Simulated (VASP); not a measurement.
Here is a VASP 6.6.1 calculation.

INCAR

```
PREC = Accurate
ENCUT = 520
EDIFF = 1E-6
ISMEAR = 0
SIGMA = 0.02
LREAL = False
LASPH = True
NELM = 80
ALGO = Normal
ISIF = 2
LWAVE = False
LCHARG = False
GGA = PE
LOPTICS = True
NBANDS = 100
NEDOS = 1000
CSHIFT = 0.05
```

The input KPOINTS:

```
Automatic mesh
0
Gamma
  7 7 1
```

The input POSCAR:

```
WS2
1.0
    3.1831225544      0.0000000000      0.0000000000
   -1.5915612772      2.7566649955      0.0000000000
    0.0000000000      0.0000000000     35.1805582101
W S
4 8
Direct
    0.3333333333      0.6666666667      0.5923166100
    0.3333333333      0.6666666667      0.2234000000
    0.6666666667      0.3333333333      0.7766000000
    0.6666666667      0.3333333333      0.4076833900
    0.3333333333      0.6666666667      0.8211496400
    0.3333333333      0.6666666667      0.4520236900
    0.6666666667      0.3333333333      0.6366210700
    0.6666666667      0.3333333333      0.2677418400
    0.3333333333      0.6666666667      0.7322581600
    0.3333333333      0.6666666667      0.3633789300
    0.6666666667      0.3333333333      0.5479763100
    0.6666666667      0.3333333333      0.1788503600
```

Potentials or basis: VASP PAW PBE potentials, release 64 (W_sv, S).

Launch:

```sh
$ cat potpaw_PBE.64/W_sv/POTCAR potpaw_PBE.64/S/POTCAR > POTCAR
$ mpirun -np 1 vasp_std > vasp.out
```

Question: What does it give for the band gap on the k mesh?

Answer: 1.42 eV, indirect (least direct gap 2.38 eV).

Question: What does it give for the largest force?

Answer: 0.233 eV/Å.

Dielectric function (mean over the directions given):
```csv
energy (eV),real part,imaginary part
0.31,8.77,0.00
0.73,9.01,0.00
1.26,9.69,0.00
1.78,11.27,0.00
2.31,18.47,0.36
2.73,10.65,12.17
3.25,2.83,8.82
3.78,7.93,10.42
4.30,5.56,5.38
4.83,5.52,6.71
5.25,4.93,5.73
5.77,2.08,5.38
6.30,-1.66,8.66
6.82,-1.29,5.59
7.35,-0.50,4.75
7.77,-0.79,2.40
8.29,0.29,4.60
8.82,0.78,5.27
9.34,-1.60,3.76
9.87,-0.27,2.08
10.28,-1.06,2.36
10.81,-1.47,3.69
11.33,-1.16,3.09
11.86,-2.07,2.11
12.38,-1.12,2.86
12.80,-1.38,1.45
13.33,-1.37,1.22
13.85,-0.87,1.31
14.38,-1.33,0.85
14.90,-1.43,0.71
15.32,-1.15,0.60
15.85,-0.83,0.60
16.37,-0.84,0.28
16.90,-0.50,0.26
17.42,-0.41,0.13
17.84,-0.32,0.10
18.37,-0.24,0.09
18.89,-0.11,0.00
19.42,0.01,0.02
19.94,0.09,0.01
```

Caveat: spectra need much finer meshes, so this one isn't converged; independent-particle spectra lack excitons; spin-orbit coupling is left out, which moves the levels of the heavy elements. PBE gaps usually lie below the measured ones, often by a third to a half.
